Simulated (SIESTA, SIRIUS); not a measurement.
This is a calculation of PbO2 for SIRIUS 7.10.0. The cell comes from a database or a generator and needn't be the stable form of this composition.

sirius.json

```json
{
  "control": {
    "processing_unit": "cpu",
    "verbosity": 2,
    "num_bands_to_print": 21,
    "print_forces": true,
    "print_stress": true
  },
  "parameters": {
    "electronic_structure_method": "pseudopotential",
    "xc_functionals": ["XC_GGA_X_PBE_SOL", "XC_GGA_C_PBE_SOL"],
    "gk_cutoff": 9.2,
    "pw_cutoff": 18.4,
    "ngridk": [9, 9, 9],
    "shiftk": [0, 0, 0],
    "smearing": "fermi_dirac",
    "smearing_width": 0.0018374661,
    "num_bands": 21,
    "num_mag_dims": 0,
    "num_dft_iter": 100,
    "energy_tol": 1e-08,
    "density_tol": 1e-06
  },
  "iterative_solver": {
    "type": "davidson",
    "min_tolerance": 1e-09,
    "tolerance_scale": [0.1, 0.25]
  },
  "mixer": {
    "type": "anderson",
    "beta": 0.7,
    "max_history": 8
  },
  "settings": {
    "tol_ne": 1e-10,
    "pseudo_grid_cutoff": 6.5
  },
  "unit_cell": {
    "lattice_vectors": [
      [0.0, 0.707106781187, 0.707106781187],
      [0.707106781187, 0.0, 0.707106781187],
      [0.707106781187, 0.707106781187, 0.0]
    ],
    "lattice_vectors_scale": 7.2210096223,
    "atom_coordinate_units": "lattice",
    "atom_types": ["Pb", "O"],
    "atom_files": {
      "O": "O.json",
      "Pb": "Pb.json"
    },
    "atoms": {
      "Pb": [
        [0.0, 0.0, 0.0]
      ],
      "O": [
        [0.75, 0.75, 0.75],
        [0.25, 0.25, 0.25]
      ]
    }
  }
}
```

Potentials or basis: PseudoDojo 0.4.1 PBEsol standard (scalar relativistic).

Command:

```sh
$ upf_to_json O.upf
$ upf_to_json Pb.upf
$ OMP_NUM_THREADS=1 sirius.scf --input=sirius.json --output=out.json --task=0
```

What does the same run look like in SIESTA 5.4.2? Potentials or basis there: files PseudoDojo sr-pbesol-0.4.1-standard, DZP (energy shift 0.003 Ry; two zetas on semicore shells).

As run (cutoffs and basis follow the program's own potentials, and thresholds, step limits or extra output files can differ):

The input PbO2.fdf:

```
SystemName                      PbO2
SystemLabel                     PbO2
NumberOfSpecies                 2
NumberOfAtoms                   3
%block ChemicalSpeciesLabel
  1  82 Pb
  2   8 O
%endblock ChemicalSpeciesLabel

LatticeConstant                 1.0 Ang
%block LatticeVectors
     0.0000000000     2.7019920000     2.7019920000
     2.7019920000     0.0000000000     2.7019920000
     2.7019920000     2.7019920000     0.0000000000
%endblock LatticeVectors
AtomicCoordinatesFormat         Fractional
%block AtomicCoordinatesAndAtomicSpecies
     0.0000000000     0.0000000000     0.0000000000  1  Pb
     0.7500000000     0.7500000000     0.7500000000  2  O
     0.2500000000     0.2500000000     0.2500000000  2  O
%endblock AtomicCoordinatesAndAtomicSpecies

%block kgrid.MonkhorstPack
    9   0   0  0.0
    0   9   0  0.0
    0   0   9  0.0
%endblock kgrid.MonkhorstPack
XC.Functional                   GGA
XC.Authors                      PBEsol
PAO.BasisSize                   DZP
PAO.EnergyShift                 0.003 Ry
Mesh.Cutoff                     800 Ry
OccupationFunction              FD
ElectronicTemperature           0.05 eV
MaxSCFIterations                120
SCF.MustConverge                false
SCF.Mixer.Method                Pulay
SCF.Mixer.Weight                0.25
SCF.Mixer.History               8
SCF.DM.Tolerance                5.0e-05
SCF.H.Tolerance                 1.0e-03 eV
WriteForces                     true
Charge.Mulliken                 end
%block PAO.Basis
  Pb 4
  n=6 0 2
    6.155 0.000
  n=6 1 2
    8.826 0.000
  n=5 2 2
    4.164 0.000
  n=6 2 1
    8.826
%endblock PAO.Basis
```

Potentials or basis: PseudoDojo 0.4 standard (PBEsol files), converted to PSML, two zetas on semicore shells, DZP (energy shift 0.003 Ry; two zetas on semicore shells).

Command:

```console
$ siesta PbO2.fdf > PbO2.out 2>&1
```

Both were run:

|  | SIRIUS | SIESTA |
| --- | --- | --- |
| Pressure | -4.8 GPa | -1.2 GPa |

The two runs disagree by more than potentials and bases usually give (in gap, levels, pressure or energy); the cause wasn't traced.

Pressure is positive in compression.
